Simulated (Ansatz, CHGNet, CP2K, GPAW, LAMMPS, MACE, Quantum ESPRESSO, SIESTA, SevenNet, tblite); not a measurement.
**Quantum ESPRESSO on liquid Al2O3 at 2500 K (95 atoms): settings against a plane-wave reference**

Wanted: Quantum ESPRESSO inputs and outputs for liquid Al2O3 at 2500 K (95 atoms), checked against a plane-wave reference.

Calculated with Quantum ESPRESSO 7.5; the method is named at each step.

### Step 1. The structure

The cell holds 95 atoms: 38 Al and 57 O. Cell: a = 10.461 Å, b = 10.461 Å, c = 10.461 Å, α = 90.0°, β = 90.0°, γ = 90.0°. 95 atoms (38 Al, 57 O) placed at random at 2.81 g/cm³, melted at 4500 K for 20 ps at fixed volume with the Morse and Coulomb pair potential with partial charges (Pedone, Malavasi, Menziani, Cormack and Segre, J. Phys. Chem. B 110, 11780 (2006)). Snapshot at the end of a hold of 20 ps at 2500 K and fixed volume.

The yardstick, on the same geometry:

* method: Kohn-Sham DFT, PBE, PAW, plane waves (Ansatz 0.2.0); cutoff 420 eV, Γ point, fermi-dirac smearing of 0.05 eV; PAW set soft_2
* r.m.s. force component: 2.712 eV/Å
* longest force: 13.66 eV/Å
* pressure: 4.095 GPa
* gap (highest filled to lowest empty level): 1.409 eV
* SCF cycles: 10
* time: 14 s on 4 threads of Arm Neoverse V2, shared host
* CPU time: 51 s

### Step 2. PBE, sssp-1.3.0-efficiency, 60/480 Ry

Method: Kohn-Sham DFT, PBE, SSSP efficiency 1.3.0 pseudopotentials, plane waves.

Contents of pw.in:

```
&control
  calculation = 'scf'
  pseudo_dir = './pseudo'
  outdir = './tmp'
  disk_io = 'none'
  tprnfor = .true.
  tstress = .true.
/
&system
  ibrav = 0
  nat = 95
  ntyp = 2
  ecutwfc = 60
  ecutrho = 480
  nosym = .true.
  occupations = 'smearing'
  smearing = 'fd'
  degauss = 0.003675
/
&electrons
  conv_thr = 4.8e-07
  electron_maxstep = 100
  mixing_beta = 0.4
  mixing_mode = 'plain'
  diagonalization = 'david'
/
ATOMIC_SPECIES
Al 26.982 Al.upf
O 15.999 O.upf
CELL_PARAMETERS angstrom
10.46110 0.00000 0.00000
0.00000 10.46110 0.00000
0.00000 0.00000 10.46110
ATOMIC_POSITIONS crystal
Al 0.31092 0.51954 0.21712
Al 0.72508 0.71464 0.51916
Al 0.26028 0.24210 0.79901
Al 0.88878 0.06937 0.19112
Al 0.90041 0.62339 0.28648
Al 0.68242 0.21330 0.99994
Al 0.70029 0.39764 0.17473
Al 0.88722 0.30090 0.84609
Al 0.67418 0.86242 0.28690
Al 0.66824 0.48780 0.73504
Al 0.82751 0.98856 0.88671
Al 0.10574 0.71448 0.45568
Al 0.06069 0.38405 0.60796
Al 0.71132 0.16131 0.29101
Al 0.48339 0.41899 0.94898
Al 0.10918 0.99850 0.34860
Al 0.96809 0.15614 0.54675
Al 0.21492 0.87924 0.64562
Al 0.16972 0.24799 0.24853
Al 0.52350 0.92503 0.08701
Al 0.19263 0.53841 0.85032
Al 0.38214 0.15450 0.04421
Al 0.27903 0.85572 0.91037
Al 0.40429 0.66326 0.73649
Al 0.35397 0.35611 0.55683
Al 0.10780 0.04185 0.99357
Al 0.07742 0.69380 0.03171
Al 0.63458 0.98000 0.53319
Al 0.80349 0.73535 0.02785
Al 0.59718 0.74641 0.85087
Al 0.06507 0.44710 0.37906
Al 0.92781 0.87977 0.61762
Al 0.59628 0.19822 0.72938
Al 0.91061 0.57390 0.77123
Al 0.74312 0.41029 0.45198
Al 0.49851 0.58581 0.49429
Al 0.34268 0.84513 0.35635
Al 0.42871 0.13587 0.34358
O 0.32855 0.00307 0.39111
O 0.18888 0.25679 0.63664
O 0.42985 0.24662 0.66374
O 0.64649 0.35113 0.68770
O 0.39600 0.97644 0.04057
O 0.31435 0.18043 0.18480
O 0.16529 0.82429 0.34898
O 0.08012 0.20734 0.36156
O 0.65031 0.91427 0.96641
O 0.63625 0.07520 0.65201
O 0.80979 0.44518 0.81825
O 0.60142 0.07753 0.38552
O 0.59301 0.83146 0.48154
O 0.49262 0.21991 0.93808
O 0.82101 0.63108 0.63804
O 0.03693 0.60830 0.35360
O 0.93132 0.96270 0.76538
O 0.18174 0.40529 0.25607
[... 35 atom lines left out ...]
O 0.31705 0.80579 0.55228
O 0.04404 0.47431 0.74946
O 0.25267 0.15125 0.94798
O 0.92510 0.98806 0.00654
K_POINTS gamma
```

Started as:

```console
> OMP_NUM_THREADS=1 mpirun -np 4 pw.x -in pw.in > output.txt
```

Output:

```text
Program PWSCF
     gamma-point specific algorithms are used
     one sub-group per band group will be used
     scalapack distributed-memory algorithm (size of sub-group:  2*  2 procs)
     Parallelization info
     sticks:   dense  smooth     PW     G-vecs:    dense   smooth      PW
     Min        3728    1859    467               342940   121171   15138
     Max        3729    1862    472               342944   121174   15140
     Sum       14913    7441   1877              1371769   484689   60557
     bravais-lattice index     =            0
     lattice parameter (alat)  =      19.7686  a.u.
     unit-cell volume          =    7725.5367 (a.u.)^3
     number of atoms/cell      =           95
     number of atomic types    =            2
     number of electrons       =       456.00
     number of Kohn-Sham states=          274
     kinetic-energy cutoff     =      60.0000  Ry
     charge density cutoff     =     480.0000  Ry
     scf convergence threshold =      4.8E-07
     mixing beta               =       0.4000
     number of iterations used =            8  plain     mixing
     Exchange-correlation= SLA  PW   PBX  PBC
                           (   1   4   3   4   0   0   0)
     crystal axes: (cart. coord. in units of alat)
               a(1) = (   1.000000   0.000000   0.000000 )
               a(2) = (   0.000000   1.000000   0.000000 )
               a(3) = (   0.000000   0.000000   1.000000 )
     reciprocal axes: (cart. coord. in units 2 pi/alat)
               b(1) = (  1.000000  0.000000  0.000000 )
               b(2) = (  0.000000  1.000000  0.000000 )
               b(3) = (  0.000000  0.000000  1.000000 )
     PseudoPot. # 1 for Al:
     Pseudo is Projector augmented-wave + core cor, Zval =  3.0
     PseudoPot. # 2 for O :
     Pseudo is Projector augmented-wave + core cor, Zval =  6.0
     atomic species   valence    mass     pseudopotential
     Al                3.00    26.98200     Al( 1.00)
     O                 6.00    15.99900     O ( 1.00)
     No symmetry found
   Cartesian axes
     number of k points=     1  Fermi-Dirac smearing, width (Ry)=  0.0037
                       cart. coord. in units 2pi/alat
        k(    1) = (   0.0000000   0.0000000   0.0000000), wk =   2.0000000
     Dense  grid:   685885 G-vectors     FFT dimensions: ( 144, 144, 144)
     Smooth grid:   242345 G-vectors     FFT dimensions: ( 100, 100, 100)
     Initial potential from superposition of free atoms
     starting charge     455.9129, renormalised to     456.0000
     Starting wfcs are  380 randomized atomic wfcs
     Self-consistent Calculation
     iteration #  1     ecut=    60.00 Ry     beta= 0.40
     total energy              =   -3876.55226709 Ry
     estimated scf accuracy    <      29.34605840 Ry
     iteration #  2     ecut=    60.00 Ry     beta= 0.40
     total energy              =   -3883.65047878 Ry
     estimated scf accuracy    <       1.43087021 Ry
     iteration #  3     ecut=    60.00 Ry     beta= 0.40
     total energy              =   -3883.71978938 Ry
     estimated scf accuracy    <       0.48372040 Ry
     iteration #  4     ecut=    60.00 Ry     beta= 0.40
     total energy              =   -3883.76174012 Ry
     estimated scf accuracy    <       0.13406477 Ry
     iteration #  5     ecut=    60.00 Ry     beta= 0.40
     total energy              =   -3883.77561973 Ry
     estimated scf accuracy    <       0.05160511 Ry
     iteration #  6     ecut=    60.00 Ry     beta= 0.40
     total energy              =   -3883.77504508 Ry
     estimated scf accuracy    <       0.00911758 Ry
     iteration #  7     ecut=    60.00 Ry     beta= 0.40
     c_bands:  1 eigenvalues not converged
     total energy              =   -3883.77794747 Ry
     estimated scf accuracy    <       0.00088249 Ry
     iteration #  8     ecut=    60.00 Ry     beta= 0.40
     total energy              =   -3883.77800128 Ry
     estimated scf accuracy    <       0.00017219 Ry
     iteration #  9     ecut=    60.00 Ry     beta= 0.40
     total energy              =   -3883.77804688 Ry
     estimated scf accuracy    <       0.00000983 Ry
     iteration # 10     ecut=    60.00 Ry     beta= 0.40
     total energy              =   -3883.77804956 Ry
     estimated scf accuracy    <       0.00000199 Ry
     iteration # 11     ecut=    60.00 Ry     beta= 0.40
     total energy              =   -3883.77804979 Ry
     estimated scf accuracy    <       0.00000054 Ry
     iteration # 12     ecut=    60.00 Ry     beta= 0.40
     End of self-consistent calculation
          k = 0.0000 0.0000 0.0000 ( 30279 PWs)   bands (ev):
   -15.6009 -15.1875 -15.1199 -14.9596 -14.7416 -14.5854 -14.4372 -14.4087
   -14.3073 -14.2719 -14.1070 -14.0839 -14.0267 -13.9739 -13.9079 -13.7870
   -13.6931 -13.6233 -13.5942 -13.3878 -13.2847 -13.2565 -13.2187 -13.1607
   -13.0932 -13.0584 -12.9865 -12.9610 -12.9167 -12.8704 -12.8190 -12.7762
   -12.7205 -12.7007 -12.6873 -12.6399 -12.5534 -12.4630 -12.4441 -12.3510
   -12.3088 -12.2909 -12.1602 -12.0275 -11.9643 -11.9193 -11.8450 -11.8089
   -11.7754 -11.6615 -11.5993 -11.4414 -11.3537 -11.2368 -11.0630 -11.0480
   -10.2746  -2.8759  -2.8321  -2.5887  -2.5094  -2.4034  -2.2728  -2.2193
    -2.1027  -1.9946  -1.8859  -1.8524  -1.7858  -1.7086  -1.6858  -1.6236
    -1.5817  -1.5393  -1.4891  -1.2403  -1.2028  -1.1904  -1.1670  -1.0658
    -1.0343  -1.0061  -0.9401  -0.8786  -0.8141  -0.8049  -0.7378  -0.7179
    -0.6717  -0.6652  -0.5939  -0.5477  -0.5347  -0.3637  -0.3534  -0.3198
[...]
8.3900   8.6078   8.7850   8.9612   9.1032   9.2138   9.2952   9.3570
     9.4708   9.5983   9.7020   9.7769   9.8432   9.9055  10.1186  10.2088
    10.2834  10.2926  10.4049  10.4160  10.4800  10.5695  10.8001  10.8545
    10.8715  10.9612  11.0066  11.0344  11.1343  11.2256  11.2567  11.3819
    11.4263  11.4737  11.5243  11.6619  11.7514  11.8301  11.8695  11.9760
    12.0477  12.1005
     the Fermi energy is     5.6702 ev
!    total energy              =   -3883.77804993 Ry
     total all-electron energy =    -27041.476617 Ry
     estimated scf accuracy    <       0.00000003 Ry
     smearing contrib. (-TS)   =      -0.00000019 Ry
     internal energy E=F+TS    =   -3883.77804975 Ry
     The total energy is F=E-TS. E is the sum of the following terms:
     one-electron contribution =    -887.98093512 Ry
     hartree contribution      =     724.76925147 Ry
     xc contribution           =    -531.30501686 Ry
     ewald contribution        =   -1329.78669509 Ry
     one-center paw contrib.   =   -1859.47465414 Ry
     convergence has been achieved in  12 iterations
     Forces acting on atoms (cartesian axes, Ry/au):
     atom    1 type  1   force =     0.05420264   -0.01334143    0.00539512
     atom    2 type  1   force =     0.03149060    0.00303419    0.06641152
     atom    3 type  1   force =     0.03552137    0.00777964   -0.06779391
     atom    4 type  1   force =     0.20134082    0.00475435   -0.21769080
     atom    5 type  1   force =    -0.06642932   -0.09372847   -0.33380488
     atom    6 type  1   force =    -0.12880842   -0.08722052    0.14227905
     atom    7 type  1   force =     0.13412733    0.09525139   -0.01743596
     atom    8 type  1   force =     0.08536434   -0.08065007   -0.01850682
     atom    9 type  1   force =    -0.09417778    0.00309828    0.13139949
     atom   10 type  1   force =     0.00876070    0.31092537    0.12636900
     atom   11 type  1   force =    -0.13631596    0.00549428   -0.08177135
     atom   12 type  1   force =     0.08278432   -0.05266808    0.03554574
[...]
atom   91 type  2   force =    -0.04723149   -0.11384708   -0.08606037
     atom   92 type  2   force =     0.10186266   -0.06518413   -0.09685446
     atom   93 type  2   force =     0.10436422    0.00831048    0.03198163
     atom   94 type  2   force =    -0.14628208   -0.01161382   -0.07726648
     atom   95 type  2   force =     0.10049608    0.03309589    0.21061006
     Total force =     1.842461     Total SCF correction =     0.000329
     Computing stress (Cartesian axis) and pressure
          total   stress  (Ry/bohr**3)                   (kbar)     P=       47.65
   0.00024264   0.00007781   0.00008941           35.69       11.45       13.15
   0.00007781   0.00023491   0.00025118           11.45       34.56       36.95
   0.00008941   0.00025118   0.00049417           13.15       36.95       72.69
     Message from routine punch:
     Nothing written, as per user request (disk_io='none')
```

The job ended after 3.1 min (4 MPI ranks of Arm Neoverse V2, shared host; peak memory 4.2 GiB).

Banners, paths, timers and routine set-up lines are dropped from the logs unmarked, and long logs keep their key lines alone; longer cuts are marked.

Compared with the plane-wave run:

| Quantity | Value |
| --- | --- |
| r.m.s. force component | 2.806 eV/Å |
| r.m.s. difference of force components | 107 meV/Å |
| longest difference of force vectors | 572.4 meV/Å |
| force difference over r.m.s. force | 3.946 % |
| slope of forces against the reference's | 1.034 |
| correlation of force components | 0.9998 |
| gap (highest filled to lowest empty level) | 1.41 eV |
| gap difference | 0.0015 eV |
| pressure | 4.765 GPa |
| pressure difference | 0.6699 GPa |

Length of the force difference by element (eV/Å):

| element | atoms | mean | most |
| --- | --- | --- | --- |
| Al | 38 | 0.16 | 0.52 |
| O | 57 | 0.14 | 0.57 |

Levels nearest the highest filled one (eV from it): -0.86, -0.78, -0.73, -0.61, -0.55, -0.42, -0.39, -0.35, -0.19, -0.14, -0.10, 0.00, 1.41, 2.67, 2.88, 3.36, 3.43, 3.65, 3.82, 4.00, 4.14, 4.25, 4.34, 4.40.

Local excerpt of 11 atoms (numbers count through the whole input) about Al29, which bears the longest force; x, y, z are measured from there.

| atom | x | y | z | distance (Å) | bonds | Fx | Fy | Fz (eV/Å) |
| --- | --- | --- | --- | --- | --- | --- | --- | --- |
| Al29 | 0.00 | 0.00 | 0.00 | 0.00 | 3 | 3.69 | 4.88 | 12.79 |
| O79 | -0.68 | -0.40 | -1.21 | 1.44 | 2 | -5.13 | -4.86 | -11.35 |
| O60 | 1.35 | -0.29 | 0.98 | 1.69 | 3 | 2.44 | -1.51 | 2.02 |
| O81 | -1.07 | 0.26 | 1.55 | 1.90 | 2 | 0.61 | -2.28 | -4.82 |
| O47 | -1.60 | 1.87 | -0.64 | 2.55 | 3 | 1.40 | -0.27 | -1.59 |
| O59 | 1.98 | -0.62 | -1.69 | 2.67 | 2 | 0.80 | 1.00 | 3.07 |
| Al30 | -2.16 | 0.12 | -1.85 | 2.85 | 5 | -0.57 | 2.70 | 5.40 |
| Al27 | 2.87 | -0.43 | 0.04 | 2.90 | 4 | -3.48 | 2.12 | -2.70 |
| O95 | 1.27 | 2.64 | -0.22 | 2.94 | 3 | 2.58 | 0.85 | 5.42 |
| Al11 | 0.25 | 2.65 | -1.48 | 3.04 | 4 | -3.50 | 0.14 | -2.10 |
| Al5 | 1.01 | -1.17 | 2.71 | 3.12 | 4 | -1.71 | -2.41 | -8.58 |

Forces lie 3.9 % from the reference's, at 15 times its CPU time.

### Step 3. PBE, sssp-1.3.0-efficiency, 35/280 Ry

Method: Kohn-Sham DFT, PBE, SSSP efficiency 1.3.0 pseudopotentials, plane waves.

Edit pw.in of step 2 so:

```diff
@@ -12,4 +12,4 @@
   ntyp = 2
-  ecutwfc = 60
-  ecutrho = 480
+  ecutwfc = 35
+  ecutrho = 280
   nosym = .true.
```

Started as:

```console
> OMP_NUM_THREADS=1 mpirun -np 2 pw.x -in pw.in > output.txt
```

Output:

```text
[banner, memory and clock lines left out]
Program PWSCF
     gamma-point specific algorithms are used
     bravais-lattice index     =            0
     lattice parameter (alat)  =      19.7686  a.u.
     unit-cell volume          =    7725.5367 (a.u.)^3
     number of atoms/cell      =           95
     number of atomic types    =            2
     number of electrons       =       456.00
     number of Kohn-Sham states=          274
     kinetic-energy cutoff     =      35.0000  Ry
[... lines left out ...]
     scf convergence threshold =      4.8E-07
[... lines left out ...]
     number of k points=     1  Fermi-Dirac smearing, width (Ry)=  0.0037
[... lines left out ...]
     total energy              =   -3876.18043728 Ry
[... lines left out ...]
     total energy              =   -3882.77495798 Ry
[... lines left out ...]
     total energy              =   -3882.86887688 Ry
[... lines left out ...]
     total energy              =   -3882.91588452 Ry
[... lines left out ...]
     total energy              =   -3882.91588492 Ry
[... lines left out ...]
   -14.3395 -14.3038 -14.1378 -14.1153 -14.0570 -14.0048 -13.9383 -13.8196
   -13.7243 -13.6543 -13.6256 -13.4197 -13.3165 -13.2884 -13.2506 -13.1924
[...]
10.8720  10.9631  11.0081  11.0359  11.1356  11.2270  11.2591  11.3835
    11.4275  11.4745  11.5262  11.6639  11.7525  11.8331  11.8720  11.9783
    12.0491  12.1093
     the Fermi energy is     5.6656 ev
!    total energy              =   -3882.91588504 Ry
     total all-electron energy =    -27040.614452 Ry
     estimated scf accuracy    <       0.00000003 Ry
     smearing contrib. (-TS)   =      -0.00000020 Ry
     internal energy E=F+TS    =   -3882.91588483 Ry
     The total energy is F=E-TS. E is the sum of the following terms:
     one-electron contribution =    -886.40728444 Ry
     hartree contribution      =     724.10847066 Ry
     xc contribution           =    -531.20137352 Ry
     ewald contribution        =   -1329.78669510 Ry
     one-center paw contrib.   =   -1859.62900243 Ry
     convergence has been achieved in  12 iterations
     Forces acting on atoms (cartesian axes, Ry/au):
     atom    1 type  1   force =     0.05431037   -0.01312162    0.00547908
     atom    2 type  1   force =     0.03153362    0.00283772    0.06620998
     atom    3 type  1   force =     0.03545583    0.00768991   -0.06779839
[...]
atom   94 type  2   force =    -0.14626245   -0.01215792   -0.07691523
     atom   95 type  2   force =     0.10116692    0.03282859    0.21107535
     Total force =     1.841942     Total SCF correction =     0.000290
     Computing stress (Cartesian axis) and pressure
          total   stress  (Ry/bohr**3)                   (kbar)     P=      -65.62
  -0.00052635   0.00007415   0.00008717          -77.43       10.91       12.82
   0.00007415  -0.00053478   0.00025185           10.91      -78.67       37.05
   0.00008717   0.00025185  -0.00027712           12.82       37.05      -40.77
     Message from routine punch:
     Nothing written, as per user request (disk_io='none')
```

The job ended after 3.1 min (2 MPI ranks; peak memory 1.8 GiB; 6.2 min of CPU time).

Numbers from this run, and their distance from the reference:

```
r.m.s. force component                           : 2.805 eV/Å
r.m.s. difference of force components            : 106.9 meV/Å
longest difference of force vectors              : 595.1 meV/Å
force difference over r.m.s. force               : 3.942 %
slope of forces against the reference's          : 1.034
correlation of force components                  : 0.9998
gap (highest filled to lowest empty level) : 1.402 eV
gap difference                                   : -0.0071 eV
pressure                                         : -6.562 GPa
pressure difference                              : -10.66 GPa
energy less the same-level run's                 : 123.5 meV/atom
r.m.s. force difference from the same-level run  : 10.03 meV/Å
```

This is a coarse setting, run to see what it loses.

Against the first run (3.9 %), the force difference from the reference is 3.9 %, at 0.50 times the CPU time (on 2 against 4 cores): the change moves forces by 10 meV/Å r.m.s., so most of the difference comes from elsewhere.

### Step 4. The ladder

Differences are against the plane-wave reference, forces as r.m.s. over components; share is that over the reference's r.m.s. force, slope the least-squares factor from reference forces to these. Total energies of different programs have different zeros and aren't compared.

| run | Δ force, r.m.s. (meV/Å) | share (%) | slope | Δ pressure (GPa) | Δ gap (eV) | cores | CPU time | memory (GiB) |
| --- | --- | --- | --- | --- | --- | --- | --- | --- |
| reference | - | - | - | - | - | 4 | 51 s | 1.3 |
| QE PBE, sssp-1.3.0-efficiency, 60/480 Ry | 107 | 3.95 | 1.034 | 0.670 | 0.0015 | 4 | 12 min | 4.2 |
| QE PBE, sssp-1.3.0-efficiency, 35/280 Ry (coarse) | 107 | 3.94 | 1.034 | -10.7 | -0.0071 | 2 | 6.2 min | 1.8 |

Rows marked coarse were listed beforehand as settings not expected to be converged; some can still land near the reference.

CPU time is summed over cores on a shared host, where runs went side by side, so it is rough. Symmetry, cutoffs, thresholds, outputs and thread counts weren't matched or tuned between programs; memory under MPI is the largest rank's times the ranks.

Within one program, basis, potentials and functional, energies share a zero. Each run against its twin at the usual cutoff or grid and solver:

| run | twin | Δ energy (meV/atom) | Δ force, r.m.s. (meV/Å) | CPU time over the twin's |
| --- | --- | --- | --- | --- |
| QE PBE, sssp-1.3.0-efficiency, 35/280 Ry | sssp-1.3.0-efficiency, 60/480 Ry | 123 | 10.0 | 0.50 (this twin ran on 4 cores) |

### Step 5. Summary of results

```yaml
nearest_in_forces: a tie at 3.9 % of 2 runs: QE PBE, sssp-1.3.0-efficiency, 60/480 Ry; QE PBE, sssp-1.3.0-efficiency, 35/280 Ry (coarse)
```

PBE on plane waves or a grid with other potentials, cutoffs or grids, coarse settings apart, differs from the reference by 3.9 % (QE PBE, sssp-1.3.0-efficiency, 60/480 Ry) of the r.m.s. force; this holds the reference's own error, so differences of a few per cent don't tell which side is nearer the exact PBE result (QE's 60 Ry are 816 eV, against the reference's 420 eV). Runs with settings chosen to be coarse differ by 3.9 % (QE PBE, sssp-1.3.0-efficiency, 35/280 Ry), their programs' other errors included. None of the electronic-structure runs in the table takes under half the reference's CPU time of 51 s; they take 7.3 to 15 times as much. PBE gaps agree with the reference's 1.41 eV within 0.008 eV. In pressure, QE PBE, sssp-1.3.0-efficiency, 35/280 Ry misses by -10.7 GPa, at the same functional; a cutoff this low leaves a large Pulay stress. The frame stands for 2500 K, but pressures are static and levels are smeared at 580 K. The network of bonds at the start is that of the classical potential that made the cell, and needn't be the one that DFT or experiment would give. The reference's stress is far from hydrostatic: its diagonal is 3.0, 2.9, 6.4 GPa, compression counted positive. The electronic-structure runs sample only Γ, in a cell whose shortest periodic width is 10 Å.

[Also dropped from logs without a mark: logging warnings of Python, and SIESTA's first energy breakdown and zero terms.]

[Logs are printed without paths, hosts, clocks, repeated set-up lines and the standing remarks that a program may print on its own settings, such as how far it seeks lower states.]

[Hosts, paths, dates, database ids (printed as entryN), source tags and the programs' standing remarks are cut or masked in the printed files.]
